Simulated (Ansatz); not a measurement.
# Two Ansatz runs on W

The cell comes from COD entry 1534935, which wasn't checked; take it as a given geometry.

First run: DFT, LDA, PAW with Ansatz's default frozen-core files, scalar-relativistic (Ansatz 0.2.0).

Command: `ansatz run input.yaml --threads 1 --pin off --max-ram 2048MiB --backend cpu --events-out ev --progress --plain --runs-dir out` The run took 3 s on 1 thread of Arm Neoverse V1 (shared host), peak memory 0.33 GiB.

```yaml
crystal:
  lattice:
    - [0.0, 2.03, 2.03]
    - [2.03, 0.0, 2.03]
    - [2.03, 2.03, 0.0]
  atoms:
    - { symbol: W, position: [0.0, 0.0, 0.0] }
kpoints:
  mp_grid: { grid: [14, 14, 14] }
  band_path:
    path:
      - [0.0, 0.0, 0.0]
      - [0.5, 0.0, 0.5]
      - [0.625, 0.25, 0.625]
      - [0.375, 0.375, 0.75]
      - [0.0, 0.0, 0.0]
      - [0.5, 0.5, 0.5]
      - [0.5, 0.25, 0.75]
      - [0.5, 0.0, 0.5]
    npoints: 5
scf:
  occupations: { method: fermi_dirac, width: 0.05 }
hamiltonian:
  xc: lda
  pseudopotentials: { kind: paw }
output:
  forces: true
  stress: true
  eigenvalues: true
  efg: { contact_densities: true }
```

Result: converged; pressure -17.76 GPa; no gap on the k mesh; 6 SCF iterations.

Spin–orbit coupling is left out, though it moves levels of the heavy atoms by tenths of an eV or more.

The input is then changed:

```diff
@@ -22,6 +22,6 @@
   occupations: { method: fermi_dirac, width: 0.05 }
 hamiltonian:
-  xc: lda
-  pseudopotentials: { kind: paw }
+  xc: revpbe
+  pseudopotentials: { kind: paw, source: ansatz }
 output:
   forces: true
@@ -29,3 +29,5 @@
   eigenvalues: true
   efg: { contact_densities: true }
+basis:
+  ecutrho_ratio: 9
```

(1) What does the second run give?

Answers

(1) It converged; pressure -1.96 GPa; no gap on the k mesh; 7 SCF iterations.
